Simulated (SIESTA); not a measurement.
PbS in SIESTA: convergence with k mesh

The system is PbS.

```
Pb S
1.0
     4.08970    0.00000    0.00000
    -2.04485    3.54178    0.00000
     0.00000    0.00000    3.78817
Pb S
1 1
Direct
  0.00914 0.00313 0.99818
  0.64940 0.31891 0.50437
```

The cell comes from a database or a generator and needn't be the stable form of this composition.

The cell isn't the ideal one: atoms moved at random, drawn with an rms of 0.05 Å.

- Program: SIESTA 5.4.2
- Task: single point
- Functional: RPBE
- Potentials or basis: PseudoDojo 0.4 standard (PBE files)
- Basis: DZP (energy shift 0.002 Ry)
- Grid cutoff: 500 Ry
- Energy shift: 0.002 Ry
- k mesh: 2 × 2 × 2
- Occupations: fermi-dirac, width 0.05 eV
- Spin: no spin polarisation

These are the settings of the first run; the series varies k mesh, with any setting tied to it.

Hardware: 1 thread of Arm Neoverse N1, with other jobs on the host.

Q: The values tried are 2 × 2 × 2, 3 × 3 × 3, 4 × 4 × 4, 6 × 6 × 5, 7 × 7 × 6, 8 × 8 × 7, 10 × 10 × 9, loosest first. From which on does the energy stay within 1 meV/atom of the tightest run that finished?

A: From 7 × 7 × 6 on.

```csv
k mesh,"energy less the tightest run, at zero smearing (meV/atom)",pressure (GPa),largest force (eV/Å),gap on the mesh (eV),SCF cycles,CPU time (s),peak memory (GiB)
2 × 2 × 2,135.08,3.07,0.208,0.797,10,55,0.24
3 × 3 × 3,-25.42,2.25,0.249,0.742,11,58,0.24
4 × 4 × 4,5.80,2.72,0.213,0.210,11,59,0.24
6 × 6 × 5,-1.41,2.61,0.219,0.100,11,62,0.24
7 × 7 × 6,0.36,2.52,0.208,0.000,11,65,0.24
8 × 8 × 7,0.39,2.71,0.211,0.154,11,68,0.24
10 × 10 × 9,0.00,2.63,0.213,0.000,10,74,0.24
```

Against the tightest run, the pressure stays within 0.1 GPa from 8 × 8 × 7 on; the largest force stays within 0.005 eV/Å from 8 × 8 × 7 on. Not settled before the last step: the gap on the mesh (to 0.01 eV). Meshes of other sizes hit other points, so gaps and Fermi surfaces needn't settle smoothly. The tightest run that finished is the yardstick and may itself not be fully converged.

Caveat, for the tightest run too: semicore shells carry a single zeta, which can move pressures by several GPa and volumes by a few percent; the potentials were made for another functional, which shifts forces and pressure; the basis of atomic orbitals isn't converged, which shifts pressures, moduli and gaps. Spin-orbit coupling is left out, which matters for the levels of Pb.
